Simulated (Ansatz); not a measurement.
A single-point calculation of SrTiO3 in the cubic perovskite structure with the PAW code Ansatz, at the level r2SCAN+SOC. The cell was relaxed with r2SCAN and then strained (isotropic -3.0 % on every length), with the atoms relaxed again with r2SCAN; k points keep the names of the unstrained zone.

input.yaml:
```yaml
crystal:
  lattice:
    - [3.7896459565, 0.0, 0.0]
    - [0.0, 3.7896459565, 0.0]
    - [0.0, 0.0, 3.7896459565]
  atoms:
    - { symbol: Sr, position: [0.0, 0.0, 0.0] }
    - { symbol: Ti, position: [0.5, 0.5, 0.5] }
    - { symbol: O, position: [0.5, 0.5, 0.0] }
    - { symbol: O, position: [0.5, 0.0, 0.5] }
    - { symbol: O, position: [0.0, 0.5, 0.5] }
kpoints:
  mp_grid: { grid: [6, 6, 6] }
  band_path:
    path: [[0.0, 0.0, 0.0], [0.0, 0.5, 0.0], [0.5, 0.5, 0.0], [0.5, 0.5, 0.5]]
    npoints: 1
hamiltonian:
  xc: r2scan
scf:
  occupations: { method: fixed }
  n_extra_bands: 10
magnetization:
  noncollinear: true
  spin_orbit: true
output:
  forces: true
  stress: true
  eigenvalues: true
```

Wall time 17 s on 1 × NVIDIA H100 80GB HBM3 with 2 threads of AMD EPYC 7R13 Processor (Zen 3) (shared host), load about 1.7 per core; peak host memory 1.1 GiB.

The output, standing remarks left out:
```
scf.n_extra_bands = 10 over 40 filled bands (N_el = 40.0): the run solves 50 bands
Functional definition: r2SCAN
  parameter k0 = 0.174
  parameter k1 = 0.065
  parameter a1 = 4.9479
  exchange = r2scan_x(k0 = k0, k1 = k1, a1 = a1)
  correlation = r2scan_c
Crystal: 5 atoms, lattice volume = 54.425 Å³
Basis set: ecut = 500 eV, 1357 PW (Γ)
Symmetry: 48 space group operations + 48 with time reversal
Magnetic group: BNS 221.93 (UNI 1595)
k-points: 20 of 216
Projection manifold: j_resolved (fully-relativistic pseudo-atomic orbitals)
SCF 1 converged in 9 iterations: F = -7769.190052 eV  dr2 = 4.98e-9
Magnetization: |M| = 0.0000 μB,  M = (+0.0000, +0.0000, +0.0000) μB
Free energy (F): -7769.190052 eV
Fermi energy:    10.985553 eV
--- Per-component energies (eV) ---
  E_band       = -188.005782
  E_kinetic    = 1063.714446
  E_local      = -2268.374788
  E_nonlocal   = 345.536785
  E_hartree    = 800.207914
  E_xc         = -484.574830
  E_vxc        = -638.286302
  E_paw        = -4245.895840
  E_vpaw       = -329.972236
  E_vtau       = 38.957800
  E_ewald      = -2979.311360
  E_core_change = -0.495572
--- Stress (GPa, compression-positive) ---
       21.132137       0.000000       0.000000
        0.000000      21.132137       0.000000
        0.000000       0.000000      21.132137
  P = ⅓ Tr σ = 21.1321 GPa (211.321 kbar)
```

bands.tsv, columns around the gap (it counts bands from 0):
```tsv
# k_distance	band_30	band_31	band_32	band_33	band_34	band_35	band_36	band_37	band_38	band_39	band_40	band_41	band_42	band_43	band_44	band_45	band_46	band_47
# fermi_ev = 10.985553
# [0, 0, 0] at k_distance = 0.000000
# [0, 0.5, 0] at k_distance = 0.828994
# [0.5, 0.5, 0] at k_distance = 1.657987
# [0.5, 0.5, 0.5] at k_distance = 2.486981
# levels_relative_to = fermi_ev
0.000	-1.389	-1.389	-1.373	-1.373	-0.348	-0.348	-0.279	-0.279	-0.279	-0.279	2.444	2.444	2.444	2.444	2.473	2.473	5.327	5.327
0.829	-2.620	-2.620	-2.571	-2.571	-2.289	-2.289	-0.748	-0.748	-0.707	-0.707	2.655	2.655	4.661	4.661	4.687	4.687	5.386	5.386
1.658	-3.210	-3.210	-1.702	-1.702	-1.684	-1.684	-1.666	-1.666	-0.106	-0.106	4.678	4.678	4.697	4.697	5.207	5.207	6.568	6.568
2.487	-3.987	-3.987	-3.987	-3.987	-0.019	-0.019	0.000	0.000	0.000	0.000	5.481	5.481	5.481	5.481	5.509	5.509	8.056	8.056
```
In order the rows are Γ, X, M, R.

r2SCAN+SOC gives an indirect gap of 2.44 eV, from R to Γ; the least direct gap is 2.72 eV at Γ. At this geometry r2SCAN+SOC finds +21.13 GPa, compression counted positive: its own equilibrium volume is larger.

The values are computed, non-magnetic, and not measurements.
